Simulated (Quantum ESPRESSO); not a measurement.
# SnO in Quantum ESPRESSO: the effect of target pressure

The system is SnO.

```
Sn O
1.0
     3.13193    0.00000    0.00000
     0.00000    3.13193    0.00000
     0.00000    0.00000    3.13193
Sn O
1 1
Direct
  0.00000 0.00000 0.00000
  0.50000 0.50000 0.50000
```

The cell was built by a generator and needn't be a form met in nature.

Alike in all runs:

| Item | Value |
| --- | --- |
| Program | Quantum ESPRESSO 7.5 |
| Task | phonons |
| Functional | LDA |
| Potentials or basis | PseudoDojo 0.4.1 SR LDA standard |
| Cutoff | 1143 eV |
| Density cutoff | 4572 eV |
| k mesh | 9 × 9 × 9 |
| Occupations | cold, width 0.2 eV |
| Spin | no spin polarisation |

Each run relaxes the cell or the atoms first.

```tsv
target pressure	relaxed volume (Å³/atom)
-3 GPa	14.57
0 GPa	14.20
3 GPa	13.87
8 GPa	13.41
15 GPa	?
```

What does the run with target pressure 15 GPa give?

Relaxed volume 12.87 Å³/atom.

Worked out: In Murnaghan's law V^(-B') rises as a straight line in P. The other rows fit best with B' = 4.5, V0 = 14.20 Å³/atom and B0 = 123 GPa, which gives 12.88 Å³/atom at 15 GPa, against the run's 12.87.

Caveats: some modes are imaginary; on a mesh that holds Γ this program's dielectric tensor can be off by some percent beyond the error of the mesh (some runs); this smearing can shift energies of a crystal with a gap (some runs).
